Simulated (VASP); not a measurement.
**From VASP inputs to Ansatz: BaTiO₃ (strained cubic perovskite)**

INCAR

```
LELF = .TRUE.
LCHARG = .TRUE.
ALGO = Normal
LWAVE = .FALSE.
ISIF = 2
ISMEAR = 0
NBANDS = 28
SIGMA = 0.01
IBRION = -1
LREAL = .FALSE.
EDIFF = 1E-7
PREC = Accurate
METAGGA = R2SCAN
NSW = 0
ENCUT = 520
LASPH = .TRUE.
NELM = 120
```

KPOINTS

```
KPOINTS created by Atomic Simulation Environment
0
Gamma
6 6 6
0 0 0
```

KPOINTS_OPT

```
special points
4
Reciprocal
0.0000000000 0.0000000000 0.0000000000 1
0.0000000000 0.5000000000 0.0000000000 1
0.5000000000 0.5000000000 0.0000000000 1
0.5000000000 0.5000000000 0.5000000000 1
```

POSCAR

```
Ba Ti O
 1.0000000000000000
     3.8742736247999998    0.0000000000000000    0.0000000000000000
     0.0000000000000000    3.8742736247999998    0.0000000000000000
     0.0000000000000000    0.0000000000000000    3.8742736247999998
 Ba  Ti  O
   1   1   3
Cartesian
  0.0000000000000000  0.0000000000000000  0.0000000000000000
  1.9371368123999997  1.9371368123999997  1.9371368123999997
  1.9371368123999997  1.9371368123999997  0.0000000000000000
  1.9371368123999997  0.0000000000000000  1.9371368123999997
  0.0000000000000000  1.9371368123999997  1.9371368123999997
```

VASP ran with the recommended PBE PAW datasets (40 valence electrons in the cell).

Q: Write an Ansatz input for this cell and level of theory.

A: 

```yaml
crystal:
  lattice:
    - [3.8742736248, 0.0, 0.0]
    - [0.0, 3.8742736248, 0.0]
    - [0.0, 0.0, 3.8742736248]
  atoms:
    - { symbol: Ba, position: [0.0, 0.0, 0.0] }
    - { symbol: Ti, position: [0.5, 0.5, 0.5] }
    - { symbol: O, position: [0.5, 0.5, 0.0] }
    - { symbol: O, position: [0.5, 0.0, 0.5] }
    - { symbol: O, position: [0.0, 0.5, 0.5] }
kpoints:
  mp_grid: { grid: [6, 6, 6] }
  band_path:
    path: [[0.0, 0.0, 0.0], [0.0, 0.5, 0.0], [0.5, 0.5, 0.0], [0.5, 0.5, 0.5]]
    npoints: 1
hamiltonian:
  xc: r2scan
scf:
  occupations: { method: fixed }
  n_extra_bands: 5
output:
  forces: true
  stress: true
  eigenvalues: true
  write_density: true
  write_potential: true
  elf: true
  volumetric_format: npy
```

Other inputs would serve too.

|  | VASP | Ansatz |
| --- | --- | --- |
| gap between bands v and c | 2.36 eV | 2.39 eV |
| least direct gap | 2.40 eV | 2.39 eV |
| pressure | 23.1 GPa | 20.2 GPa |

Each program uses its own PAW datasets. VASP's cell holds 40 valence electrons and Ansatz's 40. Ansatz's stress includes a Pulay correction; VASP's doesn't.
